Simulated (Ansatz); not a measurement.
Here is an Ansatz 0.2.0 calculation.

input.yaml

```yaml
crystal:
  lattice:
    - [2.95, 0.0, 0.0]
    - [-1.475, 2.5547749412, 0.0]
    - [0.0, 0.0, 4.68]
  atoms:
    - { symbol: Ti, position: [0.6666666667, 0.3333333333, 0.75] }
    - { symbol: Ti, position: [0.3333333333, 0.6666666667, 0.25] }
hamiltonian:
  xc: pbe
  pseudopotentials: { kind: paw }
kpoints:
  mp_grid: { grid: [10, 10, 6] }
scf:
  occupations: { method: gaussian, width: 0.019 }
output:
  forces: true
  stress: true
  eigenvalues: true
```

Potentials or basis: Ansatz PAW.

Launch:

```console
$ ansatz run input.yaml --threads 2 --pin off --max-ram 5632MiB --backend cpu --events-out ev --progress --plain --runs-dir out
```

**Question.** What does it give for the pressure?

**Answer.** -1.4 GPa.

**Question.** Estimate the band gap on the k mesh.

**Answer.** None (metal or under the smearing width).

Stress tensor (GPa, compression positive):
```
-1.34  0.00  0.00
 0.00 -1.34  0.00
 0.00  0.00 -1.60
```
